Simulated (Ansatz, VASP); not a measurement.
WC (Qusongite) in VASP and in Ansatz

File POSCAR:

```
WC
1.0
    2.9065000000      0.0000000000      0.0000000000
   -1.4532500000      2.5171028361      0.0000000000
    0.0000000000      0.0000000000      2.8366000000
W C
1 1
Direct
    0.0000000000      0.0000000000      0.0000000000
    0.6666666667      0.3333333333      0.5000000000
```

The input INCAR.step1:

```
ALGO = Normal
EDIFF = 1E-4
ENCUT = 520
GGA = PE
ISMEAR = -1
LASPH = True
LCHARG = False
LREAL = False
LWAVE = True
NBANDS = 16
NELM = 60
PREC = Accurate
SIGMA = 0.05
```

Contents of INCAR.step2:

```
ALGO = Normal
EDIFF = 1E-6
ENCUT = 520
ISIF = 2
ISMEAR = -1
ISTART = 1
LASPH = True
LCHARG = False
LMIXTAU = True
LREAL = False
LWAVE = False
METAGGA = R2SCAN
NBANDS = 16
NELM = 60
PREC = Accurate
SIGMA = 0.05
```

Contents of KPOINTS:

```
k-points
0
Gamma
  10 10 9
```

input.yaml

```yaml
crystal:
  lattice:
    - [2.9065, 0.0, 0.0]
    - [-1.45325, 2.5171028361, 0.0]
    - [0.0, 0.0, 2.8366]
  atoms:
    - { symbol: W, position: [0.0, 0.0, 0.0] }
    - { symbol: C, position: [0.6666666667, 0.3333333333, 0.5] }
hamiltonian:
  xc: r2scan
  pseudopotentials: { kind: paw }
kpoints:
  mp_grid: { grid: [10, 10, 9] }
  band_path:
    path:
      - [[0.0, 0.0, 0.0], [0.5, 0.0, 0.0], [0.3333333333, 0.3333333333, 0.0], [0.0, 0.0, 0.0], [0.0, 0.0, 0.5], [0.5, 0.0, 0.5], [0.3333333333, 0.3333333333, 0.5], [0.0, 0.0, 0.5]]
      - [[0.5, 0.0, 0.5], [0.5, 0.0, 0.0]]
      - [[0.3333333333, 0.3333333333, 0.0], [0.3333333333, 0.3333333333, 0.5]]
    npoints: 14
scf:
  occupations: { method: fermi_dirac, width: 0.05 }
  n_extra_bands: 6
output:
  forces: true
  stress: true
  eigenvalues: true
  fatbands: false
```

Alike in both runs: functional r2SCAN; k mesh 10 × 10 × 9; occupations fermi-dirac, width 0.05 eV; no spin polarisation.

|  | VASP | Ansatz |
| --- | --- | --- |
| version | VASP 6.6.1 | Ansatz 0.2.0 |
| potentials or method | VASP PAW PBE potentials, release 64 (W_sv, C) | Ansatz PAW |
| plane-wave cutoff (eV) | 520 | 500 |
| valence electrons in the cell | 18 | 18 |
| task | single point | band structure |

Ansatz gave:

| Item | Value |
| --- | --- |
| gap on the k mesh at the Fermi level (eV) | none |
| pressure (GPa) | 1.4 |
| largest component of the traceless stress (GPa) | 1.36 |

Task: Which values does VASP return?

Result: gap on the k mesh at the Fermi level (eV): none; pressure (GPa): 3.3; largest component of the traceless stress (GPa): 1.17.

A gap of «none» marks a metal or a gap that the smearing closes. The functional is the same, so the differences come from potentials, cutoffs and numerics.

Caveats: the PAW data sets were made with another functional, which shifts forces and pressure a little (VASP); spin-orbit coupling is left out, which moves the levels of the heavy elements (Ansatz); the PAW data sets come from PBE, with cores solved anew for the run's functional, which leaves a small shift of forces and pressure (Ansatz). The runs have no spin-orbit coupling, so splittings on W are missing.
